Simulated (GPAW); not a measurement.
The system is MnO.

```xyz
2
Lattice="0.0000 2.4365 2.4365 2.4365 0.0000 2.4365 2.4365 2.4365 0.0000" Properties=species:S:1:pos:R:3 pbc="T T T"
Mn    0.0000    0.0000    0.0000
O     1.2183    1.2183    1.2183
```

Measurements of this composition are mostly on another form, of space group No. 225.

Base run:

```yaml
Program: GPAW 26.7.0
Functional: PBE
Potentials_or_basis: GPAW PAW data sets (gpaw-data 1.2.1)
Cutoff: 800 eV
Basis: pw
k_mesh: 7 × 7 × 7
Occupations: gaussian, width 0.05 eV
Spin: collinear spin, ferromagnetic start
Starting_moments: "[4.0, 0.0] μB"
Hubbard_terms: Mn d U = 2 eV
```

Its results: band gap on the k mesh none (metal or under the smearing width); pressure -1.4 GPa; net moment 5.00 μB per cell; site moments Mn +4.44; O +0.11 μB.

Problem. The run is repeated on the same cell with these changes: hubbard terms from Mn d U = 2 eV to Mn d U = 7 eV. What comes out?

Solution. Band gap on the k mesh none (metal or under the smearing width); pressure 3.0 GPa; net moment 5.00 μB per cell; site moments Mn +4.60; O +0.05 μB.

Caveats: a cell with one magnetic atom can't hold antiferromagnetic order, which such compounds often take.
